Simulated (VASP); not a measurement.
Input of a VASP 6.6.1 run:

File INCAR:

```
PREC = Accurate ; ENCUT = 520
EDIFF = 1E-6 ; ISMEAR = 0
SIGMA = 0.1 ; LREAL = False
LASPH = True ; NELM = 100
ALGO = Normal ; ISIF = 2
LWAVE = False ; LCHARG = True
LDIPOL = True ; IDIPOL = 3
DIPOL = 0.5 0.5 0.265 ; GGA = PE
IVDW = 12 ; LELF = True
LVHAR = True ; LVACPOTAV = True
NBANDS = 11
```

Contents of KPOINTS:

```
regular mesh
0
Gamma
  9 9 1
```

File POSCAR:

```
Si
1.0
    3.8472023606      0.0000000000      0.0000000000
   -1.9236011803      3.3317749778      0.0000000000
    0.0000000000      0.0000000000     15.9723485690
Si
2
Direct
    0.3333333333      0.6666666667      0.2800056954
    0.6666666667      0.3333333333      0.2504328016
```

Potentials or basis: VASP PAW PBE potentials, release 64 (Si).

Run with:

```console
$ cat potpaw_PBE.64/Si/POTCAR > POTCAR
$ mpirun -np 1 vasp_std > vasp.out
```

Problem. What does it give for the dispersion energy per atom?

Solution. -0.191 eV.

Problem. Estimate the work function of the lower face.

Solution. 4.59 eV.

Problem. Estimate the work function of the upper face.

Solution. 4.59 eV.

Forces on the atoms (eV/Å):
```
Si   0.000  0.000 -0.005
Si   0.000  0.000  0.005
```
